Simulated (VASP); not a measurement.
A run of VASP 6.6.1:

Contents of INCAR:

```
ALGO = Normal
EDIFF = 1E-7
ENCUT = 500
GGA = RP
ISIF = 2
ISMEAR = 0
LASPH = T
LCHARG = F
LREAL = F
LWAVE = F
NBANDS = 12
NELM = 80
PREC = Accurate
SIGMA = 0.02
```

Contents of KPOINTS:

```
k-points
0
Gamma
  12 12 11
```

File POSCAR:

```
N
1.0
    2.5194737886      0.0000000000      0.0000000000
   -1.2597368943      2.1819283051      0.0000000000
    0.0000000000      0.0000000000      2.4460020000
N
2
Cartesian
   -0.0000000001      1.4546188701      1.8345015000
    1.2597368944      0.7273094350      0.6115005000
```

Potentials or basis: VASP PAW PBE potentials, release 64 (N).

Launch:

```sh
$ cat potpaw_PBE.64/N/POTCAR > POTCAR
$ mpirun -np 1 vasp_std > vasp.out
```

Hardware: 1 thread of Intel(R) Xeon(R) 6975P-C (Granite Rapids), on a shared host.

Question: How long does it take, and how much memory?

Answer: It took 4.9 s on 1 thread of Intel(R) Xeon(R) 6975P-C (Granite Rapids), on a shared host, peak memory 0.11 GiB. Counts: scf iterations 11, k points 114.
